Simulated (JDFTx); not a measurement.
MgB2:

```
Mg B
1.0
     3.08500    0.00000    0.00000
    -1.54250    2.67169    0.00000
     0.00000    0.00000    3.52300
Mg B
1 2
Direct
  0.00000 0.00000 0.00000
  0.66667 0.33333 0.50000
  0.33333 0.66667 0.50000
```

- Program: JDFTx 1.7.0 (patched build)
- Task: relaxation of cell and atoms
- Functional: PBE
- Potentials or basis: SG15-PBE-1.2 with smoothed tails
- Cutoff: 1088 eV
- Density cutoff: 8708 eV
- k mesh: 6 × 6 × 5
- Occupations: fermi-dirac, width 0.05 eV
- Spin: no spin polarisation

At the start: pressure -1.7 GPa; volume 9.68 Å³/atom.

Question: How do energy, volume and symmetry change on relaxing?

Answer: Over 6 steps the energy falls by 2.9 meV/atom and the volume is 9.52 Å³/atom (-1.7 %); space group P6/mmm (No. 191, to 0.05 Å).

Step by step:
| step | energy change (eV) | largest force (eV/Å) | pressure (GPa) | volume (Å³) |
| --- | --- | --- | --- | --- |
| 1 | 0.0000 | 0.0000 | -1.69 | 29.04 |
| 2 | -0.0025 | 0.0000 | -1.38 | 28.95 |
| 3 | -0.0087 | 0.0000 | 0.25 | 28.50 |
| 4 | -0.0087 | 0.0000 | -0.13 | 28.57 |
| 5 | -0.0087 | 0.0000 | 0.02 | 28.54 |
| 6 | -0.0087 | 0.0000 | 0.00 | 28.55 |

Final structure:
```xyz
3
Lattice="3.0872 0.0000 0.0000 -1.5436 2.6736 0.0000 0.0000 0.0000 3.4587" Properties=species:S:1:pos:R:3 pbc="T T T"
Mg    0.0000    0.0000    0.0000
B     1.5436    0.8912    1.7294
B     0.0000    1.7824    1.7294
```

Caveat: the k mesh is coarse (spacing up to 0.39 Å⁻¹), so the values aren't converged.
